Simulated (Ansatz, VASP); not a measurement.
## Sb: VASP beside Ansatz

The input INCAR:

```
SYSTEM = Sb
PREC = Accurate
ENCUT = 520
EDIFF = 1E-7
ISMEAR = -1
SIGMA = 0.05
LREAL = .False.
LASPH = .True.
NELM = 80
ALGO = Normal
ISIF = 2
LWAVE = .False.
LCHARG = .False.
GGA = PS
NBANDS = 8
```

KPOINTS

```
Automatic mesh
0
Gamma
  13 13 13
  0 0 0
```

File POSCAR:

```
Sb
1.0
    3.1704984160      0.0000000000      0.0000000000
    0.0000000000      3.1704984160      0.0000000000
    0.0000000000      0.0000000000      3.1704984160
Sb
1
Direct
    0.0000000000      0.0000000000      0.0000000000
```

Input for Ansatz:

```yaml
crystal:
  lattice:
    - [3.170498416, 0.0, 0.0]
    - [0.0, 3.170498416, 0.0]
    - [0.0, 0.0, 3.170498416]
  atoms:
    - { symbol: Sb, position: [0.0, 0.0, 0.0] }
kpoints:
  mp_grid: { grid: [13, 13, 13] }
  band_path:
    path:
      - [0.0, 0.0, 0.0]
      - [0.0, 0.5, 0.0]
      - [0.5, 0.5, 0.0]
      - [0.0, 0.0, 0.0]
      - [0.5, 0.5, 0.5]
      - [0.0, 0.5, 0.0]
      - [0.5, 0.5, 0.5]
      - [0.5, 0.5, 0.0]
    npoints: 5
scf:
  occupations: { method: fermi_dirac, width: 0.05 }
hamiltonian:
  xc: pbesol
  pseudopotentials: { kind: all_electron, lapw: { basis_error: 0.001 } }
output:
  forces: true
  stress: true
  eigenvalues: true
```

Change from the starting cell: volume scaled by 1.01.

Alike in both runs: task single point; functional PBEsol; k mesh 13 × 13 × 13; occupations fermi-dirac, width 0.05 eV; no spin polarisation.

```csv
,VASP,Ansatz
version,VASP 6.6.1,Ansatz 0.2.0
potentials or method,"VASP PAW PBE potentials, release 64 (Sb)","all-electron LAPW, scalar-relativistic"
plane-wave cutoff (eV),520,see its input
```

|  | VASP | Ansatz | Ansatz less VASP |
| --- | --- | --- | --- |
| pressure (GPa) | -5.3 | -5.3 | -0.02 |

Ansatz ran all-electron here, so the differences hold the error of VASP's frozen core and of both bases.

Caveats: the PAW data sets were made with another functional, which shifts forces and pressure a little (VASP). The runs have no spin-orbit coupling, so splittings on Sb are missing.
